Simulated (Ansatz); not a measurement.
AgI in the zincblende structure at its r2SCAN geometry, run in Ansatz at 2 levels of theory. (Simulation; spin polarisation is off.)

The HSE06 input:
```yaml
crystal:
  lattice:
    - [0.0, 3.2885749257, 3.2885749257]
    - [3.2885749257, 0.0, 3.2885749257]
    - [3.2885749257, 3.2885749257, 0.0]
  atoms:
    - { symbol: Ag, position: [0.0, 0.0, 0.0] }
    - { symbol: I, position: [0.25, 0.25, 0.25] }
kpoints:
  mp_grid: { grid: [4, 4, 4] }
  band_path:
    path:
      - [0.0, 0.0, 0.0]
      - [-0.5, -0.5, 0.0]
      - [-0.375, -0.375, 0.25]
      - [-0.375, 0.0, 0.375]
      - [0.0, 0.0, 0.5]
      - [-0.5, -0.25, 0.25]
    npoints: 1
hamiltonian:
  xc: hse06
scf:
  occupations: { method: fixed }
  n_extra_bands: 4
output:
  forces: true
  stress: true
  eigenvalues: true
```

Main results, then, where recorded, the levels near the gap in eV from the Fermi energy (columns number the bands from 0), one row a point of the path (Γ, X, U, K, L, W):
```
Crystal: 2 atoms, lattice volume = 71.130 Å³
Symmetry: 24 space group operations
Space group: F-43m (ITA 216)
```
```
Basis set: ecut = 420 eV, 1411 PW (Γ)
k-points: 8 of 64 (time reversal used)
Exchange kernel: α = 0.2500, screened, ω = 0.2079 Å⁻¹, Wigner–Seitz truncation, v(0) = 1041.0201 eV·Å³, q-mesh 4×4×4
hybrid outer 1: dexx = +9.013e-3 eV, tail = 2.97e-5 eV
hybrid outer 2: dexx = +3.647e-7 eV, tail = 3.47e-8 eV, Δε = 3.17e-3 eV
hybrid SCF converged: 2 outer / 9 inner (+2 warm-up)
Free energy (F): -15112.152818 eV
Fermi energy:    5.515497 eV
--- Stress (GPa, compression-positive) ---
        0.609994       0.000000       0.000000
        0.000000       0.609994       0.000000
        0.000000       0.000000       0.609994
  P = ⅓ Tr σ = 0.6100 GPa (6.100 kbar)
```
```tsv
band_15	band_16	band_17	band_18	band_19	band_20
0.000	0.000	0.000	2.506	7.010	7.010
-2.830	-1.788	-1.788	4.698	5.032	9.649
-3.226	-2.074	-1.426	5.101	6.167	8.790
-3.226	-2.074	-1.426	5.101	6.167	8.790
-3.463	-0.714	-0.714	3.966	7.455	7.455
-3.147	-2.076	-1.734	6.022	6.285	7.634
```

The HSE06 gap is direct at Γ: 2.51 eV.

PBE0. Against the first input these blocks differ (the band path and keys that only write files left aside):
```yaml
hamiltonian:
  xc: pbe0
```

```
Basis set: ecut = 420 eV, 1411 PW (Γ)
k-points: 8 of 64 (time reversal used)
hybrid outer 1: dexx = +1.345e-2 eV, tail = 4.37e-5 eV
hybrid outer 2: dexx = +9.102e-7 eV, tail = 3.82e-8 eV, Δε = 3.09e-3 eV
hybrid SCF converged: 2 outer / 10 inner (+2 warm-up)
Free energy (F): -15110.651734 eV
Fermi energy:    5.155051 eV
--- Stress (GPa, compression-positive) ---
        0.551654       0.000000       0.000000
        0.000000       0.551654       0.000000
        0.000000       0.000000       0.551654
  P = ⅓ Tr σ = 0.5517 GPa (5.517 kbar)
```
```tsv
band_15	band_16	band_17	band_18	band_19	band_20
0.000	0.000	0.000	3.184	7.722	7.722
-2.878	-1.818	-1.818	5.388	5.747	10.379
-3.277	-2.116	-1.450	5.806	6.893	9.512
-3.277	-2.116	-1.450	5.806	6.893	9.512
-3.517	-0.727	-0.727	4.666	8.172	8.172
-3.198	-2.111	-1.766	6.760	6.992	8.353
```

PBE0 gives a direct gap of 3.18 eV at Γ. At this geometry PBE0 finds +0.6 GPa, compression counted positive: its own equilibrium volume is larger. The stress of a hybrid is loosely converged here.

Totals of different functionals can't be compared.

Spin-orbit coupling is left out, which matters wherever the heavy atoms make up the band edges.

The meshes of the hybrids are coarse, so their gaps aren't converged to the digits shown.
